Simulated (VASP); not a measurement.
# CH₄: convergence, relaxation of the atoms

CH₄, molecule in box, 5 atoms in the cell. PBE, relaxation of the atoms; PAW potentials C, H (PBE set). VASP 6.6.1.

Wanted: energy within 1 meV/atom; two shortest distances of each atom within 0.01 Å.

POSCAR:
```
H4C
1.0
   11.0000000000      0.0000000000      0.0000000000
    0.0000000000     11.0000000000      0.0000000000
    0.0000000000      0.0000000000     11.0000000000
C H
1 4
Direct
    0.5184620000      0.5112600000      0.4833390000
    0.5225320000      0.4896780000      0.5795420000
    0.4213850000      0.5456720000      0.4714730000
    0.5290200000      0.4244910000      0.4298560000
    0.5778380000      0.5730040000      0.4496850000
```

The series start from Force threshold EDIFFG (eV/Å): -0.02; Electronic threshold EDIFF (eV): 1e-6; Relaxation method: conjugate gradient, POTIM 0.5; Mixing and least electronic steps: default. Each series keeps the choices made before it, and each single choice may use up half of a tolerance.

## Force threshold EDIFFG (eV/Å)

| Force threshold EDIFFG (eV/Å) | Energy less reference (meV/atom) | Two shortest distances of each atom, largest deviation (Å) | Time (s) |
|---|---|---|---|
| -0.1 | 0.1 | 0.003 | 20 |
| -0.05 | 0.0 | 0.001 | 21 |
| -0.03 | 0.0 | 0.001 | 21 |
| -0.02 | 0.0 | 0.001 | 27 |
| -0.01 | 0.0 | 0.001 | 22 |
| -0.005 | 0.0 | 0.000 | 24 |
| -0.002 (reference) | 0.0 | 0.000 | 25 |

Chosen: -0.1, the loosest value from which every tighter one stays within half of the tolerance.

## Electronic threshold EDIFF (eV)

| Electronic threshold EDIFF (eV) | Energy less reference (meV/atom) | Two shortest distances of each atom, largest deviation (Å) | Time (s) |
|---|---|---|---|
| 0.001 | 0.0 | 0.001 | 10 |
| 0.0001 | 0.0 | 0.004 | 13 |
| 1e-5 | 0.0 | 0.000 | 16 |
| 1e-6 | 0.0 | 0.000 | 20 |
| 1e-7 (reference) | 0.0 | 0.000 | 28 |

Chosen: 0.001.

## Relaxation method

| Relaxation method | Energy less reference (meV/atom) | Two shortest distances of each atom, largest deviation (Å) | Time (s) |
|---|---|---|---|
| conjugate gradient, POTIM 0.5 | 0.0 | 0.000 | 10 |
| conjugate gradient, POTIM 0.2 | 0.0 | 0.001 | 8.2 |
| conjugate gradient, POTIM 1.0 | -0.1 | 0.003 | 15 |
| quasi-Newton, POTIM 0.5 | 0.0 | 0.005 | 10 |
| quasi-Newton, POTIM 0.3, 10 steps kept | -0.1 | 0.003 | 8.3 |
| quasi-Newton, POTIM 0.5, at least 5 electronic steps | 0.1 | 0.006 | 10 |
| damped dynamics, POTIM 0.2, SMASS 0.4 | -0.1 | 0.003 | 37 |
| damped dynamics, POTIM 0.4, SMASS 0.8 | 4667.2 | 4.724 | 713 |
| velocity quench, POTIM 0.1 | -0.1 | 0.003 | 24 |

Chosen: conjugate gradient, POTIM 0.2; it saves 2.0 s of 10, so conjugate gradient, POTIM 0.5 would do nearly as well.

## Mixing and least electronic steps

| Mixing and least electronic steps | Energy less reference (meV/atom) | Two shortest distances of each atom, largest deviation (Å) | SCF iterations | Time (s) |
|---|---|---|---|---|
| default | 0.0 | 0.000 | 35 | 8.2 |
| MAXMIX 40 | -0.1 | 0.003 | 38 | 8.9 |
| NELMIN 4 | 0.0 | 0.001 | 47 | 9.5 |
| NELMIN 4, MAXMIX 40 | 0.0 | 0.001 | 47 | 8.9 |
| ALGO Fast | -0.1 | 0.004 | 40 | 8.0 |

Chosen: default; no other choice that stays within half of the tolerance saves 30 % of the time.

## All choices together

| Input | Energy less reference (meV/atom) | Two shortest distances of each atom, largest deviation (Å) | Time (s) |
|---|---|---|---|
| program defaults (naive) | 0.0 | 0.003 | 11 |
| chosen settings | 0.1 | 0.003 | 8.2 |
| reference settings throughout | 0.0 | 0.000 | 30 |

The tolerance is met.

## The input

INCAR:
```
  PREC = Normal
  ENCUT = 400
  EDIFF = 0.001
  ISMEAR = 0
  SIGMA = 0.01
  ISYM = 0
  LREAL = F
  LASPH = T
  NELM = 100
  ALGO = Normal
  LWAVE = F
  LCHARG = F
  IBRION = 2
  NSW = 150
  ISIF = 2
  EDIFFG = -0.1
  POTIM = 0.2
  KPAR = 1
```

KPOINTS:
```
k-points
0
Gamma
  1 1 1
```

Commands:
```
cat potpaw_PBE.64/C/POTCAR potpaw_PBE.64/H/POTCAR > POTCAR
mpirun -np 4 vasp_gam > vasp.out
```

The naive input happens to agree within the tolerance here, in 11 s.

The chosen input took VASP 6.6.1 8.2 s on 4 cores (AMD EPYC 9R45 (Zen 5)), a shared host.

## An input that fails: no relaxation method typed, so the run becomes molecular dynamics without a time step

VASP's message: Fatal error! IBRION=0, but no entry for POTIM on file INCAR. MUST be specified!.

Changes against the starting input:
```
- IBRION = 2
- POTIM = 0.5
```
